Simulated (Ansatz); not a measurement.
Results of r²SCAN+rVV10 in Ansatz (plane waves, PAW) for wurtzite BeO.

Run with plane-wave cutoff 560 eV, 18×18×8 k mesh (along the axes of the cell as run), Fermi–Dirac smearing 0.01 eV, scalar-relativistic PAW data made under PBE.

The cell is scaled about its equilibrium volume (c/a stays at 1.625):

Shape and atoms are relaxed at each volume.

| V (Å³/atom) | P (GPa) | direct gap at Γ (eV) |
|---|---|---|
| 6.546 | 10.03 | 9.000 |
| 6.682 | 4.78 | 8.764 |
| 6.819 | 0.00 | 8.539 |
| 6.955 | -4.35 | 8.322 |
| 7.091 | -8.30 | 8.111 |

A straight line through the gaps at Γ against ln V gives a volume deformation potential dE_g(Γ)/d ln V of -11.1 eV: the gap at Γ widens under compression.

Measured, for comparison: band gap 11.29 eV (zero-point renormalisation of 699 meV (computed, non-adiabatic AHC, without the lattice-expansion part) added back here; inputs from Miglio et al. (2020), arXiv:2011.12765).

Note: the bulk modulus comes from volumes at which shape and atoms were relaxed.

Ansatz is an electronic-structure program.
